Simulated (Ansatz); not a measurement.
**GeS under strain — ³³S NMR of the central transition**

Cell: a COD entry, relaxed with PBE at fixed cell and then changed (z compressed by 2 %, ions relaxed).

```xyz
8
Lattice="10.4700 0.0000 0.0000 0.0000 3.6410 0.0000 0.0000 0.0000 4.2111" Properties=species:S:1:pos:R:3 pbc="T T T"
Ge    6.4986    0.9103    1.5878
Ge    9.2064    2.7308    3.6933
Ge    1.2636    0.9103    0.5177
Ge    3.9714    2.7308    2.6233
S     8.9112    0.9103    2.0825
S     6.7938    2.7308   -0.0230
S     3.6762    0.9103    4.2341
S     1.5588    2.7308    2.1285
```

Sites (sets of like atoms) are named by element and the number of their first atom in this list.

Computed with Ansatz: DFT, PBE, plane waves and PAW, scalar-relativistic, 420 eV cutoff, Γ-centred 5×12×10 k-points, Fermi–Dirac smearing 0.02 eV.

³³S has I = 3/2 and Q = -69.40 mb (Pyykkö 2018); at 23.5 T its Larmor frequency is ν₀ = 76.9 MHz. Only the quadrupole interaction is simulated: positions count from each site's isotropic chemical shift, and J coupling is left out, as are shift anisotropy and dipolar coupling, which fast spinning averages.

Task: Simulate the second-order pattern (fast magic-angle spinning, Gaussian broadening 1 kHz) of site S (3 Ge at 2.45–2.46 Å; also 3 Ge at 3.19–3.23 Å).

Result: The calculation gives C_Q = 8.02 MHz and η = 0.02, so ν_Q = 4.01 MHz and the centre of gravity lies at -272 ppm (-20.9 kHz).

(offset (kHz), height): (-54.43, 0), (-52.82, 1), (-51.21, 4), (-49.60, 4), (-47.99, 4), (-46.38, 5), (-44.77, 5), (-43.15, 5), (-41.54, 5), (-39.93, 5), (-38.32, 5), (-36.71, 5), (-35.10, 6), (-33.48, 28), (-31.87, 80), (-30.26, 48), (-28.65, 39), (-27.04, 35), (-25.43, 33), (-23.82, 32), (-22.20, 31), (-20.59, 31), (-18.98, 32), (-17.37, 33), (-15.76, 35), (-14.15, 37), (-12.54, 42), (-10.92, 49), (-9.31, 69), (-7.70, 100), (-6.09, 5), (-4.48, 0)
